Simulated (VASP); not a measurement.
The system is Ti.

```
CELL_PARAMETERS angstrom
2.95000 0.00000 0.00000
-1.47500 2.55477 0.00000
0.00000 0.00000 4.68000
ATOMIC_POSITIONS crystal
Ti 0.66667 0.33333 0.75000
Ti 0.33333 0.66667 0.25000
```

* Program: VASP 6.6.1
* Task: single point
* Functional: PBE
* Potentials or basis: VASP PAW PBE potentials, release 64 (Ti_sv)
* Cutoff: 520 eV
* k mesh: 10 × 10 × 6
* Occupations: fermi-dirac, width 0.05 eV
* Spin: no spin polarisation

On this cell: pressure -1.7 GPa; largest force under 0.003 eV/Å; band gap on the k mesh none (metal or under the smearing width).

The same run follows on a disturbed copy (atoms moved at random, drawn with an rms of 0.05 Å):

```
Ti
1.0
     2.95000    0.00000    0.00000
    -1.47500    2.55477    0.00000
     0.00000    0.00000    4.68000
Ti
2
Direct
  0.68616 0.32688 0.74849
  0.33797 0.67291 0.24873
```

Task: What changes?

Result: The energy (extrapolated to zero smearing) moves by +2.0 meV/atom; pressure -1.7 GPa; largest force 0.107 eV/Å; band gap on the k mesh none (metal or under the smearing width).

Forces on the atoms (eV/Å):
```
Ti  -0.095  0.049  0.003
Ti   0.095 -0.049 -0.003
```

Stress tensor (GPa, compression positive):
```
-1.99  0.70  0.00
 0.70 -1.27  0.00
 0.00  0.00 -1.94
```
